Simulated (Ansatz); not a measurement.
**CoPdO2: enthalpy under pressure, worked through**

All numbers below come from DFT PBE, scalar-relativistic, plane waves, PAW (Ansatz). (420 eV cutoff, 18×18×18 k-mesh, Gaussian smearing of 0.10 eV, no spin polarisation)

Starting point, cell and atoms relaxed:

```yaml
crystal:
  lattice:
    - [1.43106, 0.82622, 5.94557]
    - [-1.43106, 0.82622, 5.94557]
    - [0.00000, -1.65244, 5.94557]
  atoms:
    - { symbol: Co, position: [0.50000, 0.50000, 0.50000] }
    - { symbol: Pd, position: [0.00000, 0.00000, 0.00000] }
    - { symbol: O, position: [0.11284, 0.11284, 0.11284] }
    - { symbol: O, position: [0.88716, 0.88716, 0.88716] }
```

Cell and atoms were relaxed at each target pressure within the start's symmetry (R-3m), at zero temperature; other phases can be more stable under pressure. H = E + PV with P the target; E is the free energy at the smearing used, whose derivative the pressure is, per atom and counted from zero pressure. Spin polarisation was left out, and a magnetic state may lie lower.

A cell with an odd number of electrons and no spin polarisation is a metal by construction and may be lower with spin.

| P (GPa) | V (Å³/atom) | E − E0 (meV) | H − H0 (meV) |
| --- | --- | --- | --- |
| 0 | 10.545 | 0.0 | 0.0 |
| 1 | 10.491 | 0.2 | 65.6 |
| 4 | 10.343 | 2.4 | 260.7 |
| 12 | 9.990 | 19.8 | 768.0 |
| 25 | 9.534 | 71.7 | 1559.4 |
| 50 | 8.883 | 220.9 | 2993.2 |
| 90 | 8.172 | 525.6 | 5116.4 |

Problem. Thermodynamics gives dH/dP = V along a relaxed path. Integrate V over P by the trapezoid rule and compare with the computed enthalpies.

Solution. With 1 eV/Å³ = 160.22 GPa, each step adds the mean volume times ΔP / 160.22:
| P (GPa) | ∫V dP (meV) | H − H0 (meV) | difference (meV) |
| --- | --- | --- | --- |
| 1 | 65.6 | 65.6 | 0.0 |
| 4 | 260.7 | 260.7 | 0.0 |
| 12 | 768.3 | 768.0 | 0.3 |
| 25 | 1560.4 | 1559.4 | 1.0 |
| 50 | 2997.3 | 2993.2 | 4.1 |
| 90 | 5126.4 | 5116.4 | 10.0 |

V(P) curves upward, so the trapezoid rule runs high; integrating a smooth curve through the same points (P as a polynomial of degree 4 in ln V) puts that excess at about 10.0 meV at 90 GPa, against the 10.0 meV found.

Problem. At 90 GPa, how much of the enthalpy change is stored energy and how much is the PV term?

Solution. E rises by 526 meV/atom and PV is 90 × 8.172 / 160.22 = 4591 meV/atom, so PV makes 90 % of ΔH. So between rival structures at high pressure a small difference in volume can outweigh the difference in energy: 1 % of this volume is worth 45.9 meV/atom at this pressure.

Problem. What bulk modulus do the lowest pressures give?

Solution. From the pressures that the runs reached, -1.03 GPa (10.601 Å³) and 1.04 GPa (10.491 Å³), B = −ΔP/Δln V = 2.07 / 0.0104 = 198 GPa, a mean over that range.